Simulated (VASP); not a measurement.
Set up this calculation in VASP 6.6.1, as the native input.

```
Task                   : single point
Functional             : PBEsol
Potentials or basis    : VASP PAW PBE potentials, release 64 (Si)
Cutoff                 : 520 eV
k mesh                 : 2 × 2 × 2
Occupations            : fermi-dirac, width 0.05 eV
Spin                   : no spin polarisation
Dipole correction      : no
Further INCAR settings : LREAL = Auto; ALGO = Fast; EDIFF = 1e-07; NBANDS = 48
```

The structure of Si (a cell with a defect) lies in POSCAR:

```
Si
1.0
    0.0000000000      5.4300000000      5.4300000000
    5.4300000000      0.0000000000      5.4300000000
    5.4300000000      5.4300000000      0.0000000000
Si
17
Direct
   -0.0253793738     -0.0263594843      0.0777138122
    0.1318532228      0.1310532228      0.1299152855
    0.0176559853      0.0170351750      0.5041480663
    0.1015205341      0.1012597606      0.6958533149
    0.0062276243      0.5022968692     -0.0112034991
    0.1319226519      0.6067917127      0.1298388582
    0.0176195212      0.4610672192      0.5040421731
    0.1364136280      0.6233379374      0.6166500921
    0.5030887661      0.0052232044     -0.0108186004
    0.6077751381      0.1309298343      0.1300416206
    0.4613057090      0.0170429098      0.5043344383
    0.6238293738      0.1356964088      0.6170371087
    0.5031505525      0.5021868324     -0.0109684162
    0.6349789134      0.6339689687      0.0966741252
    0.5105421731      0.5098049724      0.4695421731
    0.6238867403      0.6232335175      0.6168852670
    0.8359117864      0.8355191529      0.4928977901
```

The cell was built by a generator and needn't be a form met in nature.

One way to write it, as run:

INCAR

```
ALGO = Fast
EDIFF = 1E-7
ENCUT = 520
GGA = PS
ISIF = 2
ISMEAR = -1
LASPH = T
LCHARG = T
LELF = T
LREAL = Auto
LVHAR = T
LWAVE = F
NBANDS = 48
NELM = 100
PREC = Accurate
SIGMA = 0.05
```

KPOINTS

```
k-points
0
Gamma
  2 2 2
```

Potentials or basis: VASP PAW PBE potentials, release 64 (Si).

Command:

```bash
$ cat potpaw_PBE.64/Si/POTCAR > POTCAR
$ mpirun -np 1 vasp_std > vasp.out
```

Results of the run:

* Pressure: 2.5 GPa
* Largest force: 0.020 eV/Å
* Band gap on the k mesh: none (metal or under the smearing width)

Caveat: the k mesh is coarse (spacing up to 0.50 Å⁻¹), so the values aren't converged; the PAW data sets were made with another functional, which shifts forces and pressure a little.

Wall time 3.2 min on 1 thread of AMD EPYC 9R45 (Zen 5), on a shared host, peak memory 0.43 GiB.
